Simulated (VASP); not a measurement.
# BN (Fmm2) in VASP: notebook

Runs on BN. Level: PBE. Tasks: single point.

Everything below comes from runs of VASP 6.6.1. Logs are shortened: lines on timing, memory, paths and dates and some standing lists are left out, and cuts for length are marked.

### Step 1. The crystal as given

It takes space group Fmm2 (No. 42, orthorhombic). Conventional cell: a = 2.503 Å, b = 6.991 Å, c = 4.332 Å, α = 90.00°, β = 90.00°, γ = 90.00°. N (site symmetry mm2) is surrounded by 3 B at 1.44 Å. Around B (site symmetry mm2) lie 3 N at 1.44 Å.

Measurements of this composition are mostly on another form, of space group No. 194.

### Step 2. Single point, PBE

File INCAR:

```
PREC = Accurate
ENCUT = 460
EDIFF = 1E-7
ISMEAR = -5
SIGMA = 0.05
LREAL = False
LASPH = True
NELM = 100
ALGO = Normal
ISIF = 2
LWAVE = False
LCHARG = False
GGA = PE
ADDGRID = False
```

File KPOINTS:

```
regular mesh
0
Gamma
  11 11 11
```

File POSCAR:

```
BN
1.0
    0.0000000000      3.4953158300      2.1660912400
    1.2516321000      0.0000000000      2.1660912400
    1.2516321000      3.4953158300      0.0000000000
N B
1 1
Direct
    0.6643870000      0.6373240000      0.3259630000
   -0.0156690000     -0.0240960000      1.0349220000
```

Potentials or basis: VASP PAW PBE potentials, release 64 (N_s, B_s).

Run with:

```
$ cat potpaw_PBE.64/N_s/POTCAR potpaw_PBE.64/B_s/POTCAR > POTCAR
$ mpirun -np 1 vasp_std > vasp.out
```

OUTCAR:

```text
PREC = Accurate
   ENCUT = 460
   EDIFF = 1E-7
   ISMEAR = -5
   LREAL = False
   LASPH = True
   NELM = 100
   ISIF = 2
   GGA = PE

 Found    666 irreducible k-points:

 Following reciprocal coordinates:
            Coordinates               Weight
  0.000000  0.000000  0.000000      1.000000
  0.090909 -0.000000 -0.000000      2.000000
 -0.090909 -0.090909 -0.090909      2.000000
 -0.000000  0.090909  0.000000      2.000000
  0.000000  0.000000  0.090909      2.000000
  0.181818  0.000000 -0.000000      2.000000
   k-points           NKPTS =    666   k-points in BZ     NKDIM =    666   number of bands    NBANDS=      8
   number of dos      NEDOS =    301   number of ions     NIONS =      2
   total plane-waves  NPLWV =  15120
   dimension x,y,z NGX =    30 NGY =   18 NGZ =   28
   dimension x,y,z NGXF=    60 NGYF=   36 NGZF=   56
   ions per type =               1   1
   NGX,Y,Z   is equivalent  to a cutoff of  12.13, 11.96, 12.54 a.u.
   NGXF,Y,Z  is equivalent  to a cutoff of  24.26, 23.92, 25.08 a.u.
 SYSTEM =  unknown system
   PREC   = accura    normal or accurate (medium, high low for compatibility)
   ISTART =      0    job   : 0-new  1-cont  2-samecut
   ICHARG =      2    charge: 1-file 2-atom 10-const
   ISPIN  =      1    spin polarized calculation?
   LNONCOLLINEAR =      F non collinear calculations
   LSORBIT =      F    spin-orbit coupling
   LASPH  =      T    aspherical Exc in radial PAW
   ENCUT  =  460.0 eV  33.81 Ry    5.81 a.u.   7.19  4.37  6.49*2*pi/ulx,y,z
   NELM   =    100;   NELMIN=  2; NELMDL= -5     # of ELM steps
   EDIFF  = 0.1E-06   stopping-criterion for ELM
   LREAL  =      F    real-space projection
   EDIFFG = 0.1E-05   stopping-criterion for IOM
   NSW    =      0    number of steps for IOM
   IBRION =     -1    ionic relax: 0-MD 1-quasi-New 2-CG
   NFREE  =      0    steps in history (QN), initial steepest desc. (CG)
   ISIF   =      2    stress and relaxation
   ISYM   =      2    0-nonsym 1-usesym 2-fastsym
   POTIM  = 0.5000    time-step for ionic-motion
   TEBEG  =    0.0;   TEEND  =   0.0 temperature during run
   PSTRESS=    0.0 pullay stress
   NELECT =       8.0000    total number of electrons
   NUPDOWN=      -1.0000    fix difference up-down
   EMIN   =  10.00;   EMAX   =-10.00  energy-range for DOS
   EFERMI =   0.00;   METHOD = LEGACY
   ISMEAR =    -5;   SIGMA  =   0.05  broadening in eV -4-tet -1-fermi 0-gaus
   EFERMI_NEDOS =   21; number of points for ismear=-14 and -15
   IALGO  =     38    algorithm
   IMIX   =      4    mixing-type and parameters
     AMIX     =   0.40;   BMIX     =  1.00
     AMIX_MAG =   1.60;   BMIX_MAG =  1.00
  volume/ion in A,a.u.               =       9.48        63.95
  Fermi-wavevector in a.u.,A,eV,Ry     =   1.228047  2.320672 20.518928  1.508099
  Thomas-Fermi vector in A             =   2.362987
   LORBIT       =      0    0 simple, 1 ext, 2 COOP (PROOUT), +10 PAW based schemes
   GGA     = PE    functional components
   LHFCALC =     F    Hartree Fock is set to
   AEXX    =    0.0000 exact exchange contribution
   IVDW    =     0    specifies the selected vdW correction
   LEPSILON=     F    determine dielectric tensor
   LRPA    =     F    only Hartree local field effects (RPA)
 non-spin polarized calculation
 Fermi weights with tetrahedron method with Bloechl corrections
  energy-cutoff  :      460.00
  volume of cell :       18.95
 maximum number of plane-waves:       448
 NGX is ok and might be reduce to    30
   NGX = 15   NGY =  9   NGZ = 13

 number of electron       8.0000000 magnetization

 Free energy of the ion-electron system (eV)
  ---------------------------------------------------
  ext. energy  EPLUGINS =         0.00000000
  ---------------------------------------------------
  free energy    TOTEN  =       -17.41287205 eV

  energy without entropy =      -17.41287205  energy(sigma->0) =      -17.41287205

 E-fermi :   3.2337     XC(G=0):  -9.7088

 val. band max:        3.1858362352   @ k =  -0.4545  -0.3636   0.1818
 cond. band min:       6.8927874505   @ k =   0.0000   0.4545   0.4545
 fundamental gap:      3.7069512153
 Fermi energy:         3.2336618901

 k-point     1 :       0.0000    0.0000    0.0000
  band No.  band energies     occupation
      1     -14.7156      2.00000
      2      -1.3131      2.00000
      3       1.0780      2.00000
      4       2.5154      2.00000
      5       7.8412      0.00000
      6      13.7553      0.00000
      7      15.6516      0.00000
      8      16.2081      0.00000

 k-point     2 :       0.0909   -0.0000   -0.0000
  band No.  band energies     occupation
      1     -14.5477      2.00000
      2      -1.1598      2.00000
      3       0.8127      2.00000
      4       1.7561      2.00000
      5       8.2175      0.00000
      6      13.8678      0.00000
      7      15.7291      0.00000
      8      16.3018      0.00000

 k-point     3 :      -0.0909   -0.0909   -0.0909
  band No.  band energies     occupation
      1     -14.5529      2.00000
      2      -1.1532      2.00000
      3       0.5239      2.00000
      4       2.1171      2.00000
      5       8.1946      0.00000
      6      14.1968      0.00000
      7      15.5198      0.00000
      8      15.8290      0.00000

 k-point     4 :      -0.0000    0.0909    0.0000
  band No.  band energies     occupation
      1     -14.5529      2.00000
      2      -1.1528      2.00000
      3       0.5243      2.00000
      4       2.1166      2.00000
      5       8.1946      0.00000
      6      14.2075      0.00000
      7      15.4908      0.00000
      8      15.8389      0.00000

 k-point     5 :       0.0000    0.0000    0.0909
  band No.  band energies     occupation
      1     -14.5477      2.00000
      2      -1.1600      2.00000
      3       0.8128      2.00000
      4       1.7582      2.00000
      5       8.2114      0.00000
      6      13.8604      0.00000
      7      15.7320      0.00000
      8      16.3016      0.00000

 k-point     6 :       0.1818    0.0000   -0.0000
  band No.  band energies     occupation
      1     -14.0553      2.00000
      2      -0.7089      2.00000
      3      -0.1114      2.00000
      4       0.2641      2.00000
      5       9.1721      0.00000
      6      13.8119      0.00000
      7      14.5764      0.00000
      8      18.0399      0.00000

 [... further k-points ...]
[... 5 lines left out ...]
  --------------------------------------------------------------------------------------
  -------------------------------------------------------------------------------------
  Total        0.6536285      0.0112082      1.0237771     -0.2395702      0.0398488      0.7809166
  in kB       55.2550133      0.9474909     86.5458316    -20.2522582      3.3686511     66.0154171
  external PRESSURE =      47.5827786 kB  Pullay stress =       0.0000000 kB

 VOLUME and BASIS-vectors are now :
 -----------------------------------------------------------------------------
  energy-cutoff  :      460.00
  volume of cell :       18.95
      direct lattice vectors                 reciprocal lattice vectors
     0.000000000  3.495315830  2.166091240    -0.399478409  0.143048590  0.230830535
     1.251632100  0.000000000  2.166091240     0.399478409 -0.143048590  0.230830535
     1.251632100  3.495315830  0.000000000     0.399478409  0.143048590 -0.230830535

 POSITION                                       TOTAL-FORCE (eV/Angst)
 -----------------------------------------------------------------------------------
      1.20568      3.46159      2.81962         2.373435      1.281692     -0.544605
      1.26518      3.56261      4.24605        -2.373435     -1.281692      0.544605
 -----------------------------------------------------------------------------------
    total drift:                               -0.000040      0.000027     -0.000018

  FREE ENERGIE OF THE ION-ELECTRON SYSTEM (eV)
  ---------------------------------------------------
  free  energy   TOTEN  =       -17.4128720530 eV

  energy  without entropy=      -17.4128720530  energy(sigma->0) =      -17.41287205
```

OSZICAR:

```text
N       E                     dE             d eps       ncg     rms          rms(c)
DAV:   1     0.890716781642E+01    0.89072E+01   -0.41523E+03 14688   0.101E+03
DAV:   2    -0.183827367742E+02   -0.27290E+02   -0.26928E+02 11368   0.195E+02
DAV:   3    -0.193220004518E+02   -0.93926E+00   -0.93926E+00 18976   0.482E+01
DAV:   4    -0.193250279566E+02   -0.30275E-02   -0.30275E-02 11904   0.216E+00
DAV:   5    -0.193250480084E+02   -0.20052E-04   -0.20052E-04 19544   0.335E-01    0.175E+01
DAV:   6    -0.176236316164E+02    0.17014E+01   -0.70368E+00 16520   0.292E+01    0.216E+01
DAV:   7    -0.175032698724E+02    0.12036E+00   -0.11552E-01 15848   0.634E+00    0.163E+01
DAV:   8    -0.174138874209E+02    0.89382E-01   -0.34519E-01 17216   0.120E+01    0.114E+00
DAV:   9    -0.174126912690E+02    0.11962E-02   -0.40614E-03 11120   0.129E+00    0.487E-01
DAV:  10    -0.174127854609E+02   -0.94192E-04   -0.17878E-03 15616   0.947E-01    0.134E-01
DAV:  11    -0.174128449464E+02   -0.59486E-04   -0.59481E-05 14936   0.102E-01    0.577E-02
DAV:  12    -0.174128715933E+02   -0.26647E-04   -0.29838E-05 12624   0.522E-02    0.107E-02
DAV:  13    -0.174128719885E+02   -0.39519E-06   -0.65473E-07 16752   0.101E-02    0.447E-03
DAV:  14    -0.174128720530E+02   -0.64454E-07   -0.10569E-07 13320   0.402E-03
   1 F= -.17412872E+02 E0= -.17412872E+02  d E =0.000000E+00
```

Wall time 55 s (1 thread of Intel Xeon 6975P-C (Granite Rapids), shared host); peak memory 0.21 GiB.

These settings aren't checked as converged: the numbers below hold their error.

Results:

| Item | Value |
| --- | --- |
| Free energy | -17.4129 eV |
| Pressure | 4.8 GPa |
| Largest force | 2.752 eV/Å |
| Band gap on the k mesh | 3.71 eV, indirect (least direct gap 4.54 eV) |

Caveat: an odd mesh through Γ misses points on the zone boundary, where band edges often lie.

### Step 3. Single point, PBE

INCAR, as its differences from that of step 2:

```diff
@@ -1,5 +1,5 @@
-PREC = Accurate
-ENCUT = 460
+PREC = Low
+ENCUT = 520
 EDIFF = 1E-7
-ISMEAR = -5
+ISMEAR = 0
 SIGMA = 0.05
```

KPOINTS is that of step 2.

File POSCAR:

```
BN
1.0
    0.0000000000      3.4953158300      2.1660912400
    1.2516321000      0.0000000000      2.1660912400
    1.2516321000      3.4953158300      0.0000000000
N B
1 1
Direct
    0.6666513400      0.6666513400      0.3333486600
    0.0000486500      0.0000486500      0.9999513500
```

Potentials or basis: VASP PAW PBE potentials, release 64 (N_s, B_s).

Run with:

```
$ cat potpaw_PBE.64/N_s/POTCAR potpaw_PBE.64/B_s/POTCAR > POTCAR
$ mpirun -np 1 vasp_std > vasp.out
```

Run time: 8.3 s. Hardware: 1 thread of Intel Xeon 6975P-C (Granite Rapids), shared host; peak memory 0.12 GiB.

These settings aren't checked as converged: the numbers below hold their error.

What came out:

```yaml
Free_energy: -17.5611 eV
Pressure: 4.2 GPa
Largest_force: 0.011 eV/Å
Band_gap_on_the_k_mesh: 3.87 eV, indirect (least direct gap 4.72 eV)
```

Caveat: an odd mesh through Γ misses points on the zone boundary, where band edges often lie.

### Step 4. Single point, PBE

INCAR is that of step 3.

KPOINTS is that of step 3.

File POSCAR:

```
BN
1.0
    0.0000000000      3.4953158300      2.1660912400
    1.2516321000      0.0000000000      2.1660912400
    1.2516321000      3.4953158300      0.0000000000
N B
1 1
Direct
    0.6643870000      0.6373240000      0.3259630000
   -0.0156690000     -0.0240960000      1.0349220000
```

Run with:

```
$ cat potpaw_PBE.64/N_s/POTCAR potpaw_PBE.64/B_s/POTCAR > POTCAR
$ mpirun -np 1 vasp_std > vasp.out
```

Wall time 24 s (1 thread of Intel Xeon 6975P-C (Granite Rapids), shared host); peak memory 0.19 GiB.

These settings aren't checked as converged: the numbers below hold their error.

Results:

```
Free energy            : -17.4172 eV
Pressure               : 4.9 GPa
Largest force          : 2.750 eV/Å
Band gap on the k mesh : 3.71 eV, indirect (least direct gap 4.54 eV)
```

Caveat: an odd mesh through Γ misses points on the zone boundary, where band edges often lie.

### Step 5. Single point, PBE

INCAR, as its differences from that of step 4:

```diff
@@ -1,2 +1,2 @@
-PREC = Low
+PREC = Normal
 ENCUT = 520
```

KPOINTS is that of step 4.

File POSCAR:

```
BN
1.0
    0.0000000000      3.4953158300      2.1660912400
    1.2516321000      0.0000000000      2.1660912400
    1.2516321000      3.4953158300      0.0000000000
N B
1 1
Direct
    0.6666513400      0.6666513400      0.3333486600
    0.0000486500      0.0000486500      0.9999513500
```

Potentials or basis: VASP PAW PBE potentials, release 64 (N_s, B_s).

Run with:

```
$ cat potpaw_PBE.64/N_s/POTCAR potpaw_PBE.64/B_s/POTCAR > POTCAR
$ mpirun -np 1 vasp_std > vasp.out
```

OUTCAR:

```text
PREC = Normal
   ENCUT = 520
   EDIFF = 1E-7
   ISMEAR = 0
   LREAL = False
   LASPH = True
   NELM = 100
   ISIF = 2
   GGA = PE

 Found    216 irreducible k-points:

 Following reciprocal coordinates:
            Coordinates               Weight
  0.000000  0.000000  0.000000      1.000000
  0.090909 -0.000000 -0.000000      8.000000
  0.181818  0.000000 -0.000000      8.000000
  0.272727  0.000000 -0.000000      8.000000
  0.363636  0.000000  0.000000      8.000000
  0.454545 -0.000000 -0.000000      8.000000
   k-points           NKPTS =    216   k-points in BZ     NKDIM =    216   number of bands    NBANDS=      8
[... 136 lines left out ...]
      7      16.0744      0.00000
      8      19.1499      0.00000

 [... further k-points ...]
[... 5 lines left out ...]
  --------------------------------------------------------------------------------------
  -------------------------------------------------------------------------------------
  Total        0.6504378      0.1818705      0.6565541      0.0000000      0.0000000      0.0000000
  in kB       54.9852877     15.3745723     55.5023302      0.0000000      0.0000000      0.0000000
  external PRESSURE =      41.9540634 kB  Pullay stress =       0.0000000 kB

 VOLUME and BASIS-vectors are now :
 -----------------------------------------------------------------------------
  energy-cutoff  :      520.00
  volume of cell :       18.95
      direct lattice vectors                 reciprocal lattice vectors
     0.000000000  3.495315830  2.166091240    -0.399478409  0.143048590  0.230830535
     1.251632100  0.000000000  2.166091240     0.399478409 -0.143048590  0.230830535
     1.251632100  3.495315830  0.000000000     0.399478409  0.143048590 -0.230830535

 POSITION                                       TOTAL-FORCE (eV/Angst)
 -----------------------------------------------------------------------------------
      1.25163      3.49532      2.88806         0.000000      0.000000     -0.010353
      1.25163      3.49532      0.00021         0.000000      0.000000      0.010353
 -----------------------------------------------------------------------------------
    total drift:                               -0.000007      0.000003      0.000043

  FREE ENERGIE OF THE ION-ELECTRON SYSTEM (eV)
  ---------------------------------------------------
  free  energy   TOTEN  =       -17.5610536122 eV

  energy  without entropy=      -17.5610536122  energy(sigma->0) =      -17.56105361
```

OSZICAR:

```text
N       E                     dE             d eps       ncg     rms          rms(c)
DAV:   1     0.240106263329E+02    0.24011E+02   -0.43748E+03  4248   0.104E+03
DAV:   2    -0.178660877306E+02   -0.41877E+02   -0.38606E+02  3704   0.220E+02
DAV:   3    -0.194525091079E+02   -0.15864E+01   -0.15864E+01  6144   0.644E+01
DAV:   4    -0.194575076156E+02   -0.49985E-02   -0.49985E-02  3840   0.286E+00
DAV:   5    -0.194575662392E+02   -0.58624E-04   -0.58624E-04  6328   0.541E-01    0.176E+01
DAV:   6    -0.177726491203E+02    0.16849E+01   -0.68364E+00  5264   0.294E+01    0.217E+01
DAV:   7    -0.176522490726E+02    0.12040E+00   -0.11545E-01  5080   0.661E+00    0.164E+01
DAV:   8    -0.175619482182E+02    0.90301E-01   -0.34346E-01  5488   0.129E+01    0.115E+00
DAV:   9    -0.175608598118E+02    0.10884E-02   -0.36243E-03  3688   0.133E+00    0.508E-01
DAV:  10    -0.175610157696E+02   -0.15596E-03   -0.23062E-03  4680   0.119E+00    0.111E-01
DAV:  11    -0.175610251925E+02   -0.94229E-05   -0.35806E-05  4320   0.981E-02    0.629E-02
DAV:  12    -0.175610534936E+02   -0.28301E-04   -0.43165E-05  4080   0.951E-02    0.157E-02
DAV:  13    -0.175610535382E+02   -0.44561E-07   -0.15333E-06  4992   0.206E-02    0.657E-03
DAV:  14    -0.175610536122E+02   -0.74019E-07   -0.60394E-08  4200   0.410E-03
   1 F= -.17561054E+02 E0= -.17561054E+02  d E =-.192429E-15
```

Run time: 8.4 s. Hardware: 1 thread of Intel Xeon 6975P-C (Granite Rapids), shared host; peak memory 0.14 GiB.

The run converged, but some of its settings lie outside the range that counts as converged, so its numbers aren't taken as properties of the crystal.

Results:

```yaml
Free_energy: -17.5611 eV
Pressure: 4.2 GPa
Largest_force: 0.010 eV/Å
Band_gap_on_the_k_mesh: 3.87 eV, indirect (least direct gap 4.72 eV)
```

Caveat: an odd mesh through Γ misses points on the zone boundary, where band edges often lie.

### Step 6. For comparison

An earlier run on the cell as given: functional PBE; potentials or basis VASP PAW PBE potentials, release 64 (N, B); cutoff 520 eV; k mesh 13 × 13 × 13; occupations fermi-dirac, width 0.05 eV; no spin polarisation.

- Pressure: 3.3 GPa
- Largest force: 0.010 eV/Å
- Band gap on the k mesh: 3.90 eV, indirect (least direct gap 4.65 eV)
